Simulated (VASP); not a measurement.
Here is a VASP 6.6.1 calculation.

File INCAR:

```
PREC = Accurate ; ENCUT = 520
EDIFF = 1E-7 ; ISMEAR = -1
SIGMA = 0.05 ; LREAL = False
LASPH = True ; NELM = 60
ALGO = Normal ; ISIF = 2
LWAVE = False ; LCHARG = False
GGA = PE ; NBANDS = 28
```

The input KPOINTS:

```
regular mesh
0
Gamma
  7 7 6
```

File POSCAR:

```
PbO
1.0
    3.9900000000      0.0000000000      0.0000000000
    0.0000000000      3.9900000000      0.0000000000
    0.0000000000      0.0000000000      5.0100000000
Pb O
2 2
Direct
    0.5025100000      0.0002860000      0.7640710000
   -0.0105290000      0.5078170000      0.2474320000
    0.4947560000      0.5065610000     -0.0022200000
   -0.0062690000      0.0124200000      0.0082440000
```

Potentials or basis: VASP PAW PBE potentials, release 64 (Pb_d, O).

The run is started by

```sh
$ cat potpaw_PBE.64/Pb_d/POTCAR potpaw_PBE.64/O/POTCAR > POTCAR
$ mpirun -np 1 vasp_std > vasp.out
```

Question: Predict the band gap on the k mesh.

Answer: 1.37 eV, indirect (least direct gap 2.31 eV).

Question: Predict the largest force.

Answer: 0.288 eV/Å.

Question: What does it give for the pressure?

Answer: 2.7 GPa.

Stress tensor (GPa, compression positive):
```
 2.41 -0.01  0.57
-0.01  3.92 -0.20
 0.57 -0.20  1.75
```

Caveat: spin-orbit coupling is left out, which as a rule narrows the gap of such compounds by several tenths of an eV; an odd mesh through Γ misses points on the zone boundary, where band edges often lie.
